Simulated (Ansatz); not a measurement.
# Co (P6_3/mmc) in Ansatz: reference runs

How does Co come out in PBEsol? The cell is run as given and disturbed.

Everything below comes from runs of Ansatz 0.2.0. Logs are shortened: lines on timing, memory, paths and dates and some standing lists are left out, and cuts for length are marked.

## 1. The structure

The structure is hexagonal, space group P6_3/mmc (No. 194). Conventional cell: a = 2.471 Å, b = 2.471 Å, c = 8.088 Å, α = 90.00°, β = 90.00°, γ = 120.00°. Around Co (site symmetry -6m2) lie 12 Co at 2.47 Å. Co (site symmetry -3m) has 12 Co at 2.47 Å as nearest neighbours.

## 2. Single point, PBEsol, collinear spin, ferromagnetic start

input.yaml

```yaml
crystal:
  lattice:
    - [2.4705617809, 0.0, 0.0]
    - [-1.2352808905, 2.1395692639, 0.0]
    - [0.0, 0.0, 8.0882338]
  atoms:
    - { symbol: Co, position: [0.6666666667, 0.3333333333, 0.75], spin: 2.0 }
    - { symbol: Co, position: [0.0, 0.0, 0.5], spin: 2.0 }
    - { symbol: Co, position: [0.3333333333, 0.6666666667, 0.25], spin: 2.0 }
    - { symbol: Co, position: [0.0, 0.0, 0.0], spin: 2.0 }
kpoints:
  mp_grid: { grid: [12, 12, 4] }
scf:
  occupations: { method: fermi_dirac, width: 0.05 }
hamiltonian:
  xc: pbesol
  pseudopotentials: { kind: all_electron, lapw: { basis_error: 0.001 } }
magnetization:
  spin_polarized: true
output:
  forces: true
  stress: true
  eigenvalues: true
  populations: true
```

Potentials or basis: all-electron LAPW, scalar-relativistic.

Command:

```
ansatz run input.yaml --threads 4 --pin off --max-ram 12288MiB --backend cpu --events-out ev --progress --plain --runs-dir out
```

Output:

```text
Warning: RAYON_NUM_THREADS=4 ignored (pool sized by the plan → 4); use --threads N
Co: projections on atomic orbitals take those of the free atom 1s2 2s2 2p6 3s2 3p6 3d7 4s2, of charge +0.00 (hamiltonian.pseudopotentials.projection_atoms)
LAPW: plane waves up to 9.074 Å⁻¹, error target 1.0e-3 eV per atom; small_component_spin mean_spin; Co in spheres of 1.235 Å, 17 of its electrons in bands, Dirac shells [] (how accurate: hamiltonian.pseudopotentials.lapw.basis_error, Limitations)
Engine: ansatz 0.2.0, aarch64-unknown-linux-gnu
Pseudopotentials: kind: all_electron
Pseudopotential: Co, LAPW, valence charge 17, lapw/all_electron/scalar/gaussian/Co, Koelling and Harmon's equation, gaussian nucleus
Functional definition: PBEsol
  exchange = pbesol_x
  correlation = pbesol_c
Crystal: 4 atoms, lattice volume = 42.754 Å³
Basis set: ecut = 313.6766655891245 eV, 563 PW (Γ), exchange–correlation at level 2
Bands: 46, of which v1, the nominal top of the filled ones, is band 34 counted from 1 (33 counted from 0)
Symmetry: 24 space group operations
Space group: P63/mmc (ITA 194), of the structure as read, at distance tolerance 3.5e-5 Å
Magnetic group: BNS 194.263 (UNI 1493), of the structure as read, at distance tolerance 3.5e-5 Å
k-points: 57 of 576
Non-local potential: Co, projectors of the file, none
Initial density: superposition of atomic densities (chi_scale 0.1, normalization cell)
Starting moments: Σ|m| = 8 μB on 4 of 4 sites
Initial wavefunctions: plane waves of lowest kinetic energy (no species holds an atomic orbital)
Functional: x = pbesol(κ = 0.804, μ = 0.12345679012345678), c = pbesol(β = 0.046)
iter 1 solved again at ethr=2.81e-5 eV; its pass at ethr=1.00e-1 eV (dr2=1.91e-2 eV) is discarded
SCF iter   1: F=—  HF=-151537.394864 eV  |F-HF|=—  |Δ(HF+E_count)|=         —  Δρ=1.67e-2 (↑1.61e-2 ↓1.67e-2)  dr2=1.94e-2  dr2_m=9.67e-2  M=6.667 μB ∫|m|=6.874 μB  β_m=0.30  ethr=2.81e-5  ⟨swp⟩=3.3  Hψ=40565  notcnv=0
Mixer restart at iter 1: flushing history
preconditioner: auto → Kerker (q_TF=auto, 2.948 Å⁻¹)  [metal: Δε(μ)=0.004 eV  Ē_g=9.702 eV  σ=0.050 eV  W_gap=0.02  n_scr=12 (ndim 8)  ℏωp=34.1 eV  f_vac=0.000  D(μ)=3.93/eV (n_scr^D=52)]
spin=Collinear: Kerker preconditioning applied to the charge; magnetization (m = ρ↑ − ρ↓) channel mixes plain (no charge-response kernel on spin).
SCF iter   2: F=—  HF=-151537.526949 eV  |F-HF|=—  |Δ(HF+E_count)|=   1.32e-1  Δρ=1.20e-2 (↑1.14e-2 ↓1.20e-2)  dr2=1.17e-2  dr2_m=4.98e-2  M=6.642 μB ∫|m|=6.917 μB  β_m=0.41  ethr=2.81e-5  ⟨swp⟩=2.5  Hψ=15024  notcnv=0
SCF iter   3: F=—  HF=-151537.626896 eV  |F-HF|=—  |Δ(HF+E_count)|=   9.99e-2  Δρ=6.30e-3 (↑5.71e-3 ↓6.30e-3)  dr2=5.40e-3  dr2_m=1.21e-2  M=6.606 μB ∫|m|=6.984 μB  β_m=0.46  ethr=1.73e-5  ⟨swp⟩=3.0  Hψ=15811  notcnv=0
SCF iter   4: F=—  HF=-151537.674327 eV  |F-HF|=—  |Δ(HF+E_count)|=   4.74e-2  Δρ=1.74e-3 (↑1.26e-3 ↓1.74e-3)  dr2=1.39e-3  dr2_m=4.92e-4  M=6.582 μB ∫|m|=7.063 μB  β_m=0.73  ethr=7.94e-6  ⟨swp⟩=2.9  Hψ=15444  notcnv=0
SCF iter   5: F=—  HF=-151537.680315 eV  |F-HF|=—  |Δ(HF+E_count)|=         —  Δρ=1.96e-3 (↑3.85e-4 ↓1.96e-3)  dr2=5.09e-3  dr2_m=2.84e-4  M=6.591 μB ∫|m|=7.122 μB  β_m=0.73  ethr=2.05e-6  ⟨swp⟩=3.0  Hψ=15581  notcnv=0
the basis was enlarged: its passes take 1.5 MiB over the memory plan, 4 of 4 planned eigensolver slots
iter 6 solved again at ethr=7.68e-8 eV; its pass at ethr=2.05e-6 eV (dr2=5.22e-5 eV) is discarded
SCF iter   6: F=—  HF=-151537.679394 eV  |F-HF|=—  |Δ(HF+E_count)|=   9.21e-4  Δρ=2.33e-4 (↑9.62e-5 ↓2.33e-4)  dr2=5.21e-5  dr2_m=5.64e-6  M=6.593 μB ∫|m|=7.133 μB  β_m=0.80  ethr=7.68e-8  ⟨swp⟩=2.0  Hψ=24882  notcnv=0
SCF iter   7: F=—  HF=-151537.679407 eV  |F-HF|=—  |Δ(HF+E_count)|=   1.31e-5  Δρ=1.71e-4 (↑2.68e-5 ↓1.71e-4)  dr2=3.25e-5  dr2_m=2.82e-6  M=6.593 μB ∫|m|=7.135 μB  β_m=0.90  ethr=7.66e-8  ⟨swp⟩=2.0  Hψ=14496  notcnv=0
SCF iter   8: F=—  HF=-151537.679406 eV  |F-HF|=—  |Δ(HF+E_count)|=   1.52e-6  Δρ=1.98e-5 (↑1.98e-5 ↓6.89e-6)  dr2=3.55e-7  dr2_m=6.02e-8  M=6.593 μB ∫|m|=7.135 μB  β_m=0.80  ethr=4.77e-8  ⟨swp⟩=2.0  Hψ=14498  notcnv=0
SCF iter   9: F=—  HF=-151537.679406 eV  |F-HF|=—  |Δ(HF+E_count)|=   2.29e-7  Δρ=6.69e-6 (↑6.13e-6 ↓6.69e-6)  dr2=1.56e-7  dr2_m=4.85e-10  M=6.593 μB ∫|m|=7.134 μB  β_m=0.90  ethr=5.21e-10  ⟨swp⟩=2.0  Hψ=14498  notcnv=0
SCF iter  10: F=—  HF=-151537.679406 eV  |F-HF|=—  |Δ(HF+E_count)|=   1.59e-8  Δρ=2.67e-6 (↑2.67e-6 ↓2.08e-6)  dr2=2.27e-9  dr2_m=1.96e-9  M=6.593 μB ∫|m|=7.135 μB  β_m=0.95  ethr=2.29e-10  ⟨swp⟩=2.0  Hψ=14497  notcnv=0
SCF iter  11: F=-151537.679406 eV  HF=-151537.679406 eV  |F-HF|=6.52e-8  |Δ(HF+E_count)|=   1.25e-8  Δρ=3.02e-6 (↑8.31e-7 ↓3.02e-6)  dr2=8.96e-9  dr2_m=8.44e-10  M=6.593 μB ∫|m|=7.135 μB  ethr=3.34e-12  ⟨swp⟩=2.4  Hψ=14583  notcnv=0
SCF 1 converged in 11 iterations: F = -151537.679406 eV  dr2 = 8.96e-9
SCF converged after 11 iterations
Magnetization: 6.5933 μB (37.2967 up, 30.7033 down)
Absolute magnetization: 7.1345 μB (∫|ρ↑−ρ↓|)
Spin contamination: 0.0953 ħ² per cell (⟨S²⟩ above its minimum at these occupations)
Per-site moments (μB) at R_I (Å): [(1.70373610203354, 1.2352808720491357), (1.6851255579575675, 1.2352808720491357), (1.70373610203354, 1.2352808720491357), (1.6851255579575675, 1.2352808720491357)]
Free energy (F): -151537.679406 eV
Harris-Foulkes:  -151537.679406 eV  (|F-HF|=6.52e-8)
Internal energy: -151537.645698 eV  (E = F + TS)
E sigma→0 (E₀):  -151537.662552 eV
Entropy (-TS):   -0.033707 eV (-8.427 meV/atom)
Fermi energy:    19.307414 eV
--- Per-component energies (eV) ---
  E_band       = -933.487355
  E_kinetic    = 153770.383451
  E_xc         = -6363.626378
  E_electrostatic = -298944.402771  (all electrons and nuclei)
  E_smearing   = -0.033707  (= −TS)
  E_closure    = 0.000000  (closes the sum)
  E_atoms      = -151501.757459  (free atoms, spherical and without spin; not in F)
  Σ components = -151537.679406   (vs F -151537.679406, Δ=0.00e0)
  Basis errors (estimates in eV, not in F): energy 2.1e-4 per atom: plane waves 1.9e-4 (9.6e-5 summed), levels above the bands 1.2e-103, relativity 1.9e-8, radial functions 1.5e-5, core shells 1.3e-9; eigenvalues (radial functions only) 8.3e-7; not estimated: angular momenta, meshes, grids; target (lapw.basis_error) 1.0e-3; muffin-tin radii Co 1.235 Å
--- Forces (eV/Å), atoms counted from 1 ---
  atom   1  Co     0.00000000     0.00000000     0.00000000
  atom   2  Co     0.00000000     0.00000000     0.00000000
  atom   3  Co     0.00000000    -0.00000000     0.00000000
  atom   4  Co     0.00000000     0.00000000     0.00000000
  max |Σ_I F_I| component: 2.30e-31 eV/Å
--- Stress (GPa, compression-positive) ---
       -4.486890      -0.000000       0.000000
       -0.000000      -4.486890       0.000000
        0.000000       0.000000      -8.449309
  P = ⅓ Tr σ = -5.8077 GPa (-58.077 kbar)
--- Band table (eV; the first three rows and the last of 114) ---
  k-point 0 ↑: bands = ["-76.5417", "-76.5254", "-76.4894", "-76.4730", "-40.0935", "-39.9592", "-39.8813", "-39.7755", "-39.7755", "-39.7573", "-39.7573", "-39.7448", "-39.7448", "-39.7447", "-39.7265", "-39.7265", "10.0766", "12.3007", "12.3251", "13.9559", "16.2009", "16.2334", "16.4945", "16.4945", "16.5323", "16.5323", "16.5466", "16.7854", "16.7854", "16.8561", "16.8561", "17.4862", "17.4862", "17.8163", "17.8163", "18.1347", "18.1347", "18.5329", "18.5329", "18.8565", "25.4814", "33.9558", "33.9599", "40.9877", "41.5573", "42.5030"]
  k-point 1 ↑: bands = ["-76.5398", "-76.5286", "-76.4862", "-76.4749", "-40.0810", "-39.9959", "-39.8443", "-39.7738", "-39.7738", "-39.7621", "-39.7621", "-39.7575", "-39.7400", "-39.7400", "-39.7283", "-39.7283", "10.2335", "11.4171", "13.1739", "13.9142", "16.2600", "16.4598", "16.5036", "16.5217", "16.5217", "16.5607", "16.5607", "16.7430", "16.7430", "16.8071", "16.8071", "17.5432", "17.5432", "17.7683", "17.7683", "18.2097", "18.2097", "18.2784", "18.4848", "18.4848", "26.3742", "31.0674", "36.9810", "41.0787", "41.4362", "42.2262"]
  k-point 2 ↑: bands = ["-76.5348", "-76.5348", "-76.4800", "-76.4800", "-40.0460", "-40.0460", "-39.7933", "-39.7933", "-39.7689", "-39.7689", "-39.7689", "-39.7689", "-39.7332", "-39.7332", "-39.7332", "-39.7332", "10.6932", "10.6932", "13.7142", "13.7142", "16.3910", "16.3910", "16.5798", "16.5798", "16.5798", "16.5798", "16.7199", "16.7199", "16.7199", "16.7199", "17.2117", "17.2117", "17.6610", "17.6610", "17.6610", "17.6610", "18.3585", "18.3585", "18.3585", "18.3585", "28.4516", "28.4516", "39.9391", "39.9391", "41.3261", "41.3261"]
  k-point 56 ↓: bands = ["-74.3919", "-74.3919", "-74.3834", "-74.3834", "-37.9929", "-37.9929", "-37.9693", "-37.9693", "-37.9277", "-37.9277", "-37.9140", "-37.9140", "-37.8136", "-37.8136", "-37.7989", "-37.7989", "16.3701", "16.3701", "16.4849", "16.4849", "16.4873", "16.4873", "16.5781", "16.5781", "17.5951", "17.5951", "17.6726", "17.6726", "19.0212", "19.0212", "19.5680", "19.5680", "20.2912", "20.2912", "20.4025", "20.4025", "25.0385", "25.0385", "25.5646", "25.5646", "26.1911", "26.1911", "29.0201", "29.0201", "30.7648", "30.7648"]
--- Löwdin populations: 4 sites ---
  site symbol       q [e]    m [muB]
     0     Co     26.7794     1.7164
     1     Co     26.7843     1.6996
     2     Co     26.7794     1.7164
     3     Co     26.7843     1.6996
  spilling = 0.008079 (of n_electrons = 108.000000)
```

Run time: 31 s. Hardware: 4 threads of Arm Neoverse V2, shared host; peak memory 0.96 GiB.

Results:

```
Free energy            : -151537.6794 eV
Pressure               : -5.8 GPa
Band gap on the k mesh : none (metal or under the smearing width)
Net moment             : 6.59 μB per cell
Absolute moment        : 7.13 μB per cell
Site moments           : Co +1.70, +1.69 μB
```

(Continued in part 2 of 2.)
